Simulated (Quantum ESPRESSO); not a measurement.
HgTe in Quantum ESPRESSO: the effect of target pressure

HgTe:

```
Hg Te
1.0
    -3.04560    3.04560    1.55941
     3.04560   -3.04560    1.55941
     3.04560    3.04560   -1.55941
Hg Te
1 1
Direct
  0.75000 0.25000 0.50000
  0.00000 0.00000 0.00000
```

Measurements of this composition are mostly on another form, of space group No. 216.

Alike in all runs:

```yaml
Program: Quantum ESPRESSO 7.5
Task: relaxation of cell and atoms
Functional: PBEsol
Potentials_or_basis: GBRV 1.5 PBEsol
Cutoff: 707 eV
Density_cutoff: 5633 eV
k_mesh: 10 × 10 × 10
Occupations: fermi-dirac, width 0.05 eV
Spin: no spin polarisation
```

Each run relaxes the cell or the atoms first.

Problem. One run gave: relaxed volume 23.50 Å³/atom. Which target pressure did it use?
A. 30 GPa
B. 10 GPa
C. 5 GPa
D. 0 GPa
E. 2 GPa

Solution. B.

```tsv
target pressure	relaxed volume (Å³/atom)
0 GPa	26.62
2 GPa	25.77
5 GPa	24.77
10 GPa	23.50
20 GPa	21.74
30 GPa	20.51
```

Caveats: the volume moved by over 15 % at a fixed basis, so the end points are rough (some runs).
